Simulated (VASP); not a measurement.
# SnO (strained CsCl): one r²SCAN single-point calculation in two programs

```cif
data_structure
_symmetry_space_group_name_H-M 'P 1'
_symmetry_Int_Tables_number 1
_cell_length_a 3.0516
_cell_length_b 3.0516
_cell_length_c 3.0516
_cell_angle_alpha 90.000
_cell_angle_beta 90.000
_cell_angle_gamma 90.000
_cell_volume 28.42
loop_
_atom_site_label
_atom_site_type_symbol
_atom_site_fract_x
_atom_site_fract_y
_atom_site_fract_z
_atom_site_occupancy
Sn1 Sn 0.00000 0.00000 0.00000 1
O1 O 0.50000 0.50000 0.50000 1
```

Datasets and cutoffs are each program's own. VASP's cell holds 20 valence electrons and Ansatz's 20. Ansatz's stress includes a Pulay correction; VASP's doesn't.

Cutoffs: 520 eV in VASP, 500 eV in Ansatz. k meshes: 8×8×8 and 8×8×8.

```csv
,VASP,Ansatz
gap between bands v and c,-0.18 eV (bands overlap: a metal),-0.17 eV (bands overlap: a metal)
least direct gap,0.09 eV,0.09 eV
pressure,6.4 GPa,6.2 GPa
```

Band v is the last that the valence electrons fill when counted band by band, and c is the next. Levels in eV from the top of v, Ansatz:

| point | v−1 | v | c | c+1 |
| --- | --- | --- | --- | --- |
| Γ | -3.19 | -3.19 | 8.50 | 8.50 |
| X | -2.37 | -1.10 | 0.44 | 7.76 |
| M | -4.92 | -2.24 | 3.68 | 3.68 |
| R | -4.04 | -0.92 | -0.17 | -0.17 |

VASP:

```
point    v−1      v      c    c+1
    Γ  -3.19  -3.19   8.49   8.49
    X  -2.36  -1.10   0.44   7.75
    M  -4.93  -2.23   3.68   3.68
    R  -4.04  -0.93  -0.18  -0.18
```
